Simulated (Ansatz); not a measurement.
BN in Ansatz: the effect of functional

Crystal: BN.

```xyz
2
Lattice="2.5410 0.0000 0.0000 -1.2631 2.2049 0.0000 -0.6390 -1.1024 3.0623" Properties=species:S:1:pos:R:3 pbc="T T T"
N     0.6495   -0.3530    3.0164
B     1.2459    2.1665    0.0055
```

The cell comes from a database or a generator and needn't be the stable form of this composition.

The cell isn't the ideal one: volume scaled by 1.04.

Alike in all runs:

```yaml
Program: Ansatz 0.2.0
Task: single point
Potentials_or_basis: Ansatz PAW
k_mesh: 13 × 13 × 9
Occupations: fermi-dirac, width 0.05 eV
Spin: no spin polarisation
```

```csv
functional,cutoff,gap on the mesh (eV),pressure (GPa),largest force (eV/Å)
LDA,420 eV (not typed: the program's choice for these potentials),2.67,-13.5,2.47
PBEsol,420 eV (not typed: the program's choice for these potentials),2.74,-8.3,2.50
r2SCAN,500 eV (not typed: the program's choice for these potentials),?,?,?
```

**Question.** What does the run with functional r2SCAN give?

**Answer.** gap on the mesh 3.31 eV; pressure -9.3 GPa; largest force 2.51 eV/Å.

Caveats: odd divisions of the mesh miss points on the zone boundary, where band edges often lie, so the gap on the mesh can be too wide; the PAW data sets come from PBE, with cores solved anew for the run's functional, which leaves a small shift of forces and pressure; forces of over 1 eV/Å show positions far from the minimum, so gaps and moduli don't describe the material at rest.

A k mesh can miss the band edges.
